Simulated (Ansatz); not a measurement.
## Ideal shear of a crystal plane in Ga2O3

Level of theory: DFT r2SCAN, scalar-relativistic, plane waves, PAW in Ansatz. Settings: plane waves to 500 eV, k-mesh 4×7×2 (Γ-centred), Gaussian smearing 0.05 eV. No spin polarisation. Energies are free energies at this smearing, counted from the undisturbed cell; pressure is positive in compression.

The starting cell (relaxed at this level):

```
CELL_PARAMETERS angstrom
1.38839 0.00000 -5.63998
0.00000 3.03906 0.00000
10.86730 0.00000 5.64504
ATOMIC_POSITIONS crystal
Ga 0.29573 0.00000 0.84052
Ga 0.79573 0.50000 0.34052
Ga 0.70427 0.00000 0.65948
Ga 0.20427 0.50000 0.15948
Ga 0.34425 0.00000 0.40873
Ga 0.84425 0.50000 0.90873
Ga 0.65575 0.00000 0.09127
Ga 0.15575 0.50000 0.59127
O 0.05506 0.00000 0.91421
O 0.55506 0.50000 0.41421
O 0.94494 0.00000 0.58579
O 0.44494 0.50000 0.08579
O 0.60982 0.00000 0.92334
O 0.10982 0.50000 0.42334
O 0.39018 0.00000 0.57666
O 0.89018 0.50000 0.07666
O 0.24005 0.00000 0.24629
O 0.74005 0.50000 0.74629
O 0.75995 0.00000 0.25371
O 0.25995 0.50000 0.75371
```

The cut lies on the cell's a–b face, a (1 0 0) plane (indices in the standard cell, whose axes needn't be the Cartesian ones shown) of area 17.65 Å², between layers 1.82 Å apart. Vector c is tilted by f times 1·a − 1·b (length 6.555 Å) with the atoms' Cartesian places fixed: one unrelaxed fault a cell. The traction is dγ/du, the slope of γ against the slip u in Å.

| f | γ (mJ/m²) | traction (GPa) |
| --- | --- | --- |
| 0.0000 | 0 | 0.0 |
| 0.1000 | 1114 | 32.9 |
| 0.2000 | 3815 | 42.0 |
| 0.3000 | 5471 | 3.0 |
| 0.4000 | 4491 | -25.1 |
| 0.5000 | 3246 | -7.6 |
| 0.6000 | 3579 | 14.4 |
| 0.7000 | 4360 | 2.7 |
| 0.8000 | 3404 | -31.0 |
| 0.9000 | 1100 | -31.4 |

Question: Read off the first barrier and the stress needed to climb it, and compare with Frenkel's sinusoid.

Answer: The traction changes sign between f = 0.300 and 0.400, so by linear interpolation the first maximum lies at f = 0.311, a slip of 2.04 Å, with γ ≈ 5473 mJ/m², which stands in for the unstable fault energy γ_us, and the steepest sampled slope before it is 42.0 GPa. A sinusoid γ = γ_us sin²(πu/λ) with its maximum there has λ = 4.07 Å and a largest slope πγ_us/λ = 42.2 GPa (1 mJ/m² per Å = 0.01 GPa). The stand-in is too high: the stress and forces give a traction of 46.1 GPa across the line at this point, so it is no saddle, and slip that bends off the line crosses lower.

Question: Is there a metastable fault on this line?

Answer: The samples dip to a local minimum of 3246 mJ/m² at f = 0.500. If it survives relaxation and slip across the line, it is a planar fault that lets a dislocation split into partials, more widely the lower its energy (an antiphase boundary, where the slip puts unlike atoms in each other's places).

The cut is rigid; relaxing the faces lowers these energies and usually the stresses.

The gap closes along the scan, which can put kinks into the curve.

Cost: 10 runs of about 8.5 core-minutes in all, on Intel Xeon 6975P-C (Granite Rapids) (shared hosts).